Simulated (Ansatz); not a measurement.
## Mn: reading a single point

```
Mn
1.0
     1.23145    2.13293    0.00000
    -1.23145    2.13293    0.00000
     0.00000    0.00000    4.64471
Mn
2
Direct
  0.33333 0.33333 0.25000
  0.66667 0.66667 0.75000
```

The numbers come from plane-wave PAW DFT (Ansatz): PBE, no spin polarisation, 420 eV, 12×12×6 Γ-centred k points, tetrahedron occupations. Nothing was relaxed.

**Question.** What does the stress say?

**Answer.** The pressure is -22.8 GPa (compression positive), so with the atoms held at these fractions the cell would first shrink. The principal stresses -46.6, -10.8, -10.8 GPa differ, so its shape would change too.

**Question.** Is there a gap?

**Answer.** It is a metal, with about 4 states/eV a cell as the mean within 0.25 eV of the Fermi level, mostly Mn d (96 %).

**Question.** Describe some of the short contacts.

**Answer.** Mn–Mn at 2.46 Å: least valence density 0.38 e/Å³ and ELF 0.30 there. These are pseudo-fields; inside the PAW spheres they differ from the all-electron ones.

Origin: a known structure type with other elements, at an estimated volume, so it need not be a known compound. Caveats: empty levels are not fully converged; no spin polarisation, so a magnetic state may lie lower; atoms or cell far from equilibrium; forces and stress under tetrahedra may miss the slope of the energy.
